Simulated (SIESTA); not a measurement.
Crystal: GaN.

```
CELL_PARAMETERS angstrom
3.18000 0.00000 0.00000
-1.59000 2.75396 0.00000
0.00000 0.00000 5.16600
ATOMIC_POSITIONS crystal
Ga 0.66667 0.33333 0.50000
Ga 0.33333 0.66667 0.00000
N 0.66667 0.33333 0.87500
N 0.33333 0.66667 0.37500
```

Base run:

- Program: SIESTA 5.4.2
- Functional: PBEsol
- Potentials or basis: PseudoDojo 0.4 standard (PBEsol files)
- Basis: DZP (energy shift 0.003 Ry; two zetas on semicore shells)
- Grid cutoff: 800 Ry
- Energy shift: 0.003 Ry
- k mesh: 10 × 10 × 5
- Occupations: fermi-dirac, width 0.05 eV
- Spin: no spin polarisation

Its results: band gap on the k mesh 2.02 eV, direct; pressure 3.8 GPa; largest force 0.129 eV/Å.

**Question.** After a change of settings the same cell gave: band gap on the k mesh 2.02 eV, direct; pressure 6.3 GPa; largest force 0.125 eV/Å. Which change was it?
A. functional from PBEsol to vdW-DF-cx; potentials or basis from PseudoDojo 0.4 standard (PBEsol files) to PseudoDojo 0.4 standard (PBE files)
B. basis from DZP (energy shift 0.003 Ry; two zetas on semicore shells) to SZP (energy shift 0.003 Ry); k mesh from 10 × 10 × 5 to 8 × 8 × 4
C. functional from PBEsol to LDA; potentials or basis from PseudoDojo 0.4 standard (PBEsol files) to PseudoDojo 0.4 standard (LDA files)
D. basis from DZP (energy shift 0.003 Ry; two zetas on semicore shells) to DZP (energy shift 0.002 Ry; radii capped at 9.5 bohr); energy shift from 0.003 Ry to 0.002 Ry

**Answer.** A.

Caveats: the basis of atomic orbitals isn't converged, which shifts pressures, moduli and gaps; an odd mesh through Γ misses points on the zone boundary, where band edges often lie (some runs); the potentials were made for another functional, which shifts forces and pressure (some runs).

Not every run made on this cell is shown here.
